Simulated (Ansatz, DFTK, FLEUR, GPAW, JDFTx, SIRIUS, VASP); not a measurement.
## W: 7 runs at one level of theory

```
W
1.0
    -1.58234    1.58234    1.58234
     1.58234   -1.58234    1.58234
     1.58234    1.58234   -1.58234
W
1
Direct
  0.00000 0.00000 0.00000
```

Alike in all runs: task equation of state; functional PBEsol; k mesh 12 × 12 × 12; occupations fermi-dirac, width 0.05 eV; no spin polarisation; no spin-orbit coupling.

| program and potentials | plane-wave cutoff (eV) | notes | equilibrium volume (Å³/atom) | bulk modulus (GPa) |
| --- | --- | --- | --- | --- |
| FLEUR, all-electron, FLAPW | - | - | 15.70 | 315.5 |
| DFTK, PseudoDojo SR PBEsol 0.4.1 standard (PBEsol) | 1007 | - | 15.71 | 316.9 |
| VASP, PBE PAW files W_sv, 520 eV | 520 | potentials made for PBE | 15.73 | 319.7 |
| JDFTx, PseudoDojo-SR-PBEsol-0.4.1-standard with smoothed tails | 1007 | - | 15.71 | 317.0 |
| Ansatz, all-electron LAPW, scalar-relativistic | - | - | 15.70 | 315.6 |
| GPAW, PAW data sets generated for this functional | 600 | - | 15.68 | 317.9 |
| SIRIUS, PseudoDojo 0.4.1 PBEsol standard (scalar relativistic) | 1030 | - | 15.71 | 317.0 |

The equilibrium volume spans 15.68 (GPAW, PAW data sets generated for this functional) to 15.73 Å³/atom (VASP, PBE PAW files W_sv, 520 eV), with all-electron results at 15.70. The bulk modulus spans 315.5 (FLEUR, all-electron, FLAPW) to 319.7 GPa (VASP, PBE PAW files W_sv, 520 eV), with all-electron results at 315.5 to 315.6. For a metal such a mesh isn't converged, which the comparison doesn't need.

The functional is the same throughout but for its coding, so the spread measures potentials, basis and numerics; runs on potential files found faulty are left out.
